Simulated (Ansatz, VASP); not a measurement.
# Two plane-wave programs on Ba

File INCAR:

```
SYSTEM = Ba
  PREC = Accurate
  ENCUT = 520
  EDIFF = 1E-7
  ISMEAR = -1
  SIGMA = 0.08
  LREAL = .False.
  LASPH = .True.
  NELM = 60
  ALGO = Normal
  ISIF = 2
  LWAVE = .False.
  LCHARG = .False.
  GGA = PE
  NBANDS = 11
```

Contents of KPOINTS:

```
regular mesh
0
Gamma
  10 10 9
  0 0 0
```

POSCAR

```
Ba
1.0
    3.4364464638      0.0000000000      0.0000000000
   -1.7182232319      2.9760499364      0.0000000000
    0.0000000000      0.0000000000      3.0403659829
Ba
1
Direct
    0.0000000000      0.0000000000      0.0000000000
```

Input for Ansatz:

```yaml
crystal:
  lattice:
    - [3.4364464638, 0.0, 0.0]
    - [-1.7182232319, 2.9760499364, 0.0]
    - [0.0, 0.0, 3.0403659829]
  atoms:
    - { symbol: Ba, position: [0.0, 0.0, 0.0] }
kpoints:
  mp_grid: { grid: [10, 10, 9] }
  band_path:
    path:
      - [0.0, 0.0, 0.0]
      - [0.5, 0.0, 0.0]
      - [0.3333333333, 0.3333333333, 0.0]
      - [0.0, 0.0, 0.0]
      - [0.0, 0.0, 0.5]
      - [0.5, 0.0, 0.5]
      - [0.3333333333, 0.3333333333, 0.5]
      - [0.0, 0.0, 0.5]
      - [0.5, 0.0, 0.5]
    npoints: 8
scf:
  occupations: { method: fermi_dirac, width: 0.08 }
hamiltonian:
  xc: pbe
  pseudopotentials: { kind: paw }
output:
  forces: true
  stress: true
  eigenvalues: true
  populations: true
  dos: { projected: true, de: 0.2, e_range: [-14, 8] }
  write_density: true
  write_potential: true
  elf: true
  volumetric_format: npy
```

Change from the starting cell: volume scaled by 0.5, PAW files.

Alike in both runs: task single point; functional PBE; k mesh 10 × 10 × 9; occupations fermi-dirac, width 0.08 eV; no spin polarisation.

|  | VASP | Ansatz |
| --- | --- | --- |
| version | VASP 6.6.1 | Ansatz 0.2.0 |
| potentials or method | VASP PAW PBE potentials, release 64 (Ba_sv) | PAW with Ansatz's default frozen-core files, scalar-relativistic |
| plane-wave cutoff (eV) | 520 | 420 |
| valence electrons in the cell | 10 | 10 |

```csv
,VASP,Ansatz,Ansatz less VASP
pressure (GPa),17.5,14.3,-3.21
largest component of the traceless stress (GPa),1.82,0.32,-1.494
```

Caveats: so large a pressure means that the cell lies far from this level's equilibrium, or that cutoff or potentials fall short (VASP). Spin-orbit coupling is left out, which matters for the levels of Ba.
